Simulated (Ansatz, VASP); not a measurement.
ZnSe in VASP and in Ansatz

```
Zn Se
1.0
     0.00000    2.79550    2.79550
     2.79550    0.00000    2.79550
     2.79550    2.79550    0.00000
Zn Se
1 1
Direct
  0.00000 0.00000 0.00000
  0.75000 0.75000 0.75000
```

Change from the starting cell: volume scaled by 0.96.

Alike in both runs: task single point; functional PBE; k mesh 8 × 8 × 8; occupations fermi-dirac, width 0.03 eV; no spin polarisation.

|  | VASP | Ansatz |
| --- | --- | --- |
| version | VASP 6.6.1 | Ansatz 0.2.0 |
| potentials or method | VASP PAW PBE potentials, release 64 (Zn, Se), cutoff 520 eV | all-electron LAPW, scalar-relativistic |

VASP gave:

| Quantity | Value |
| --- | --- |
| gap on the k mesh at the Fermi level (eV) | 1.46 |
| pressure (GPa) | 5.3 |

**Question.** Which values does Ansatz return?

**Answer.** gap on the k mesh at the Fermi level (eV): 1.46; pressure (GPa): 5.1.

Ansatz ran all-electron here, so the differences hold the error of VASP's frozen core and of both bases.
